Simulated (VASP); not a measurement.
# TiSi2 (Fddd) in VASP: a series of runs, part 2 of 2

VASP 6.6.1.

## 4. Relaxation of cell and atoms, PBE+D3(BJ)

Input file INCAR:

```
SYSTEM = TiSi2
  ALGO = Normal
  EDIFF = 1E-7
  EDIFFG = -0.005
  ENCUT = 600
  GGA = PE
  IBRION = 2
  ISIF = 3
  ISMEAR = -1
  IVDW = 12
  LASPH = .TRUE.
  LCHARG = .FALSE.
  LREAL = .FALSE.
  LWAVE = .FALSE.
  NELM = 80
  NSW = 60
  PREC = Accurate
  SIGMA = 0.05
```

Input file KPOINTS:

```
k-points
0
G
  7 7 7
  0 0 0
```

Input file POSCAR:

```
TiSi2
1.0
    0.0000000000      4.1175163063      4.2628978354
    2.3895119538      0.0000000000      4.2628978354
    2.3895119538      4.1175163063      0.0000000000
Ti Si
2 4
Direct
    0.7500000000      0.7500000000      0.7500000000
    0.5000000000      0.5000000000      0.5000000000
    0.4125656100      0.0874343900      0.4125656100
    0.0874343900      0.4125656100      0.0874343900
    0.1625656100      0.8374343900      0.1625656100
    0.8374343900      0.1625656100      0.8374343900
```

Potentials or basis: VASP PAW PBE potentials, release 64 (Ti_sv, Si).

Run with:

```sh
> cat potpaw_PBE.64/Ti_sv/POTCAR potpaw_PBE.64/Si/POTCAR > POTCAR
> mpirun -np 1 vasp_std > vasp.out
```

OUTCAR:

```text
SYSTEM = TiSi2
   EDIFF = 1E-7
   EDIFFG = -0.005
   ENCUT = 600
   GGA = PE
   IBRION = 2
   ISIF = 3
   ISMEAR = -1
   IVDW = 12
   LASPH = .TRUE.
   LREAL = .FALSE.
   NELM = 80
   NSW = 60
   PREC = Accurate
 IVDW          = 12

 ion  position               nearest neighbor table
   1  0.750  0.750  0.750-   6 2.55   5 2.55   6 2.55   5 2.55   3 2.74   3 2.74   4 2.74   4 2.74
                             3 2.78   4 2.78
   2  0.500  0.500  0.500-   4 2.55   3 2.55   4 2.55   3 2.55   5 2.74   5 2.74   6 2.74   6 2.74
                             5 2.78   6 2.78
   3  0.413  0.087  0.413-   6 2.52   6 2.52   2 2.55   2 2.55   4 2.68   1 2.74   1 2.74   1 2.78
                             4 2.79   4 2.79
   4  0.087  0.413  0.087-   5 2.52   5 2.52   2 2.55   2 2.55   3 2.68   1 2.74   1 2.74   1 2.78
                             3 2.79   3 2.79
   5  0.163  0.837  0.163-   4 2.52   4 2.52   1 2.55   1 2.55   6 2.68   2 2.74   2 2.74   2 2.78
                             6 2.79   6 2.79
   6  0.837  0.163  0.837-   3 2.52   3 2.52   1 2.55   1 2.55   5 2.68   2 2.74   2 2.74   2 2.78
                             5 2.79   5 2.79
[... 504 lines left out ...]

 number of electron      39.9999999 magnetization

 Free energy of the ion-electron system (eV)
  ---------------------------------------------------
  ext. energy  EPLUGINS =         0.00000000
  ---------------------------------------------------
  free energy    TOTEN  =       -40.62615363 eV

  energy without entropy =      -40.60669612  energy(sigma->0) =      -40.61642488

 E-fermi :  10.5724     XC(G=0): -11.8776

 val. band max:       10.5708784673   @ k =  -0.1429   0.1429   0.1429
 cond. band min:      10.5756832621   @ k =  -0.4286   0.1429  -0.0000
 fundamental gap:      0.0048047948
 Fermi energy:        10.5724362227

 k-point     1 :       0.0000    0.0000    0.0000
  band No.  band energies     occupation
      1     -45.5869      2.00000
      2     -45.5539      2.00000
      3     -21.9922      2.00000
      4     -21.9745      2.00000
      5     -21.8863      2.00000
      6     -21.8699      2.00000
[... 637 lines left out ...]
     23      13.7106      0.00000
     24      13.8238      0.00000

 [... further k-points ...]

------------------------ aborting loop because EDIFF is reached ----------------------------------------

 Edisp (eV)   -3.33749

 E8    (eV) :    -1.4552
[... 29 lines left out ...]
  FREE ENERGIE OF THE ION-ELECTRON SYSTEM (eV)
  ---------------------------------------------------
  free  energy   TOTEN  =       -43.9636448865 eV

  energy  without entropy=      -43.9441873785  energy(sigma->0) =      -43.95391613

 reached required accuracy - stopping structural energy minimisation
```

Wall time 6.8 min (1 thread of Intel Xeon 6975P-C (Granite Rapids), shared host); peak memory 0.37 GiB.

Results:

| Quantity | Value |
| --- | --- |
| Free energy | -43.9636 eV |
| Relaxed volume | 13.55 Å³/atom |
| Relaxed cell | a = 5.865 Å, b = 4.855 Å, c = 4.693 Å, α = 75.78°, β = 53.36°, γ = 50.86° |
| Space group after relaxing (to 0.05 Å) | Fddd (No. 70) |
| Energy gained by relaxing | 6.5 meV/atom |
| Ionic steps | 8 |
| Pressure after relaxing | 0.0 GPa |
| Band gap on the k mesh | none (metal or under the smearing width) |
| Dispersion energy per atom | -0.556 eV |

The path:
```csv
step,energy change (eV),largest force (eV/Å),pressure (GPa),volume (Å³)
1,0.0000,0.0213,-4.35,83.88
2,-0.0141,0.0442,4.11,79.36
3,-0.0376,0.0339,0.16,81.31
4,-0.0388,0.0147,-0.04,81.31
5,-0.0391,0.0204,0.00,81.31
6,-0.0391,0.0135,0.00,81.32
7,-0.0392,0.0047,-0.01,81.32
8,-0.0392,0.0003,0.00,81.31
```

Final structure:
```cif
data_structure
_symmetry_space_group_name_H-M 'P 1'
_symmetry_Int_Tables_number 1
_cell_length_a 5.8652
_cell_length_b 4.8550
_cell_length_c 4.6931
_cell_angle_alpha 75.777
_cell_angle_beta 53.360
_cell_angle_gamma 50.863
_cell_volume 81.31
loop_
_atom_site_label
_atom_site_type_symbol
_atom_site_fract_x
_atom_site_fract_y
_atom_site_fract_z
_atom_site_occupancy
Ti1 Ti 0.75000 0.75000 0.75000 1
Ti2 Ti 0.50000 0.50000 0.50000 1
Si1 Si 0.41310 0.08690 0.41310 1
Si2 Si 0.08690 0.41310 0.08690 1
Si3 Si 0.16310 0.83690 0.16310 1
Si4 Si 0.83690 0.16310 0.83690 1
```

Caveat: pairwise dispersion overbinds metals, which lowers pressure and volume.

## 5. For comparison

An earlier run on the cell as given: functional PBEsol; potentials or basis VASP PAW PBE potentials, release 64 (Ti_sv, Si); cutoff 520 eV; k mesh 7 × 7 × 7; occupations fermi-dirac, width 0.05 eV; no spin polarisation.

* Pressure: -1.8 GPa
* Largest force: 0.049 eV/Å
* Band gap on the k mesh: none (metal or under the smearing width)

## 6. Overview

```csv
task,level,cell,cutoff (eV),smearing,ladder,gap on the mesh (eV),pressure (GPa),relaxed volume (Å³/atom),largest force (eV/Å)
single point,PBE,as given,520,gaussian 0.014 eV,-,none,2.0,-,0.01
relaxation of cell and atoms,PBE+D3,relaxed,600,fermi-dirac 0.05 eV,-,none,0.0,13.66,0.01
relaxation of cell and atoms,PBE+D3(BJ),relaxed,600,fermi-dirac 0.05 eV,-,none,0.0,13.55,-
single point,PBEsol,as given,520,fermi-dirac 0.05 eV,free,none,-1.8,-,0.05
```

Alike in all rows: potentials or basis VASP PAW PBE potentials, release 64 (Ti_sv, Si); no spin polarisation; k mesh 7 × 7 × 7.

Caveats: pairwise dispersion overbinds metals, which lowers pressure and volume (some runs); the PAW data sets were made with another functional, which shifts forces and pressure a little (some runs).

Absolute energies hang on the potentials; compare differences alone.
